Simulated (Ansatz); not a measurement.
## Re: one input, then a changed one

The cell comes from COD entry 1534939, which wasn't checked; take it as a given geometry. The listed cell was then made from it by scaling, straining or moving an atom.

First run: DFT, PBE, PAW with Ansatz's default frozen-core files, scalar-relativistic (Ansatz 0.2.0).

Command: `ansatz run input.yaml --threads 1 --pin off --max-ram 2048MiB --backend cpu --events-out ev --progress --plain --runs-dir out` The run took 3.5 s on 1 thread of AMD EPYC 7R43 64-Core Processor (Zen 3), on a shared host, peak memory 0.39 GiB.

```yaml
crystal:
  lattice:
    - [0.0, 1.955049141, 1.955049141]
    - [1.955049141, 0.0, 1.955049141]
    - [1.955049141, 1.955049141, 0.0]
  atoms:
    - { symbol: Re, position: [0.0, 0.0, 0.0] }
kpoints:
  mp_grid: { grid: [14, 14, 14] }
scf:
  occupations: { method: fermi_dirac, width: 0.05 }
hamiltonian:
  xc: pbe
  pseudopotentials: { kind: paw }
output:
  forces: true
  stress: true
  eigenvalues: true
  efg: { contact_densities: true }
```

Result: converged; pressure 1.33 GPa; 6 SCF iterations.

Spin–orbit coupling is left out, though it moves levels of the heavy atoms by tenths of an eV or more.

The input is then changed:

```diff
@@ -12,5 +12,5 @@
 hamiltonian:
   xc: pbe
-  pseudopotentials: { kind: paw }
+  pseudopotentials: { kind: paw, source: ansatz }
 output:
   forces: true
@@ -18,3 +18,5 @@
   eigenvalues: true
   efg: { contact_densities: true }
+basis:
+  ecutwfc: "450 eV"
```

Task: What does the second run give?

Result: It converged; pressure 1.39 GPa; 6 SCF iterations.
